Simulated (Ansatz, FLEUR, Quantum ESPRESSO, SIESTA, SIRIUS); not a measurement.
## BN: programs and potentials compared

```
N B
1.0
     2.55394    0.00000    0.00000
    -1.27697    2.21178    0.00000
     0.00000    0.00000    4.22685
N B
2 2
Direct
  0.33333 0.66667 0.12528
  0.66667 0.33333 0.62528
  0.33333 0.66667 0.49972
  0.66667 0.33333 0.99972
```

Measurements of this composition are mostly on another form, of space group No. 194.

Alike in all runs: task band structure; functional PBEsol; k mesh 12 × 12 × 6; occupations fermi-dirac, width 0.05 eV; no spin polarisation; no spin-orbit coupling. Pressure is positive in compression and, in plane waves, holds the error of the finite cutoff, which Ansatz's Pulay term estimates and takes out. Gaps are the smaller of the mesh's and the band path's.

```tsv
program and potentials	plane-wave cutoff (eV)	notes	band gap (eV)	pressure (GPa)
Ansatz, PAW datasets made for the crystal	520	-	4.98	-5.89
SIRIUS, all-electron FP-LAPW, apw+lo standard	-	-	4.98	-
FLEUR, all-electron, FLAPW	-	-	4.97	-
SIESTA, files PseudoDojo sr-pbesol-0.4.1-standard, DZP (energy shift 0.003 Ry)	-	atomic basis	5.09	-2.11
Ansatz, all-electron LAPW, scalar-relativistic	-	-	4.98	-5.89
Quantum ESPRESSO, GBRV 1.5 PBEsol	612	-	4.97	-5.37
```

The band gap spans 4.97 (Quantum ESPRESSO, GBRV 1.5 PBEsol) to 5.09 eV (SIESTA, files PseudoDojo sr-pbesol-0.4.1-standard, DZP (energy shift 0.003 Ry)), with all-electron results at 4.97 to 4.98. The pressure spans -5.89 (Ansatz, PAW datasets made for the crystal) to -2.11 GPa (SIESTA, files PseudoDojo sr-pbesol-0.4.1-standard, DZP (energy shift 0.003 Ry)), with all-electron results at -5.89. The pressure on the cell as given of SIESTA, files PseudoDojo sr-pbesol-0.4.1-standard, DZP (energy shift 0.003 Ry) lies far from the others; the cause wasn't traced. Rows in atomic bases carry the error of their basis and grid, which can be large.

The functional is the same throughout but for its coding, so the spread measures potentials, basis and numerics; runs on potential files found faulty are left out.

The cell is wurtzite BN, in which every atom forms four sp³ bonds. Its wide gap comes from short, strong, polar bonds between small second-row atoms: the valence-band top is mainly N 2p, while the lowest conduction states are antibonding with much B character. The all-electron and plane-wave gaps almost coincide, so the treatment of the cores hardly matters here. The slightly larger SIESTA gap probably reflects a compact orbital set that describes the conduction states less well than the valence states.

That agreement doesn't make the gap a quantitative prediction of the measured one, since a semilocal Kohn-Sham gap lacks the derivative discontinuity and normally falls well short of the quasiparticle gap. The negative pressures in every row that reports one mean that the cell is stretched relative to its PBEsol equilibrium. Because the bond network is very stiff, even the all-electron value of -5.89 GPa implies only a small excess volume. Data for the layered sp² form can't test either quantity.
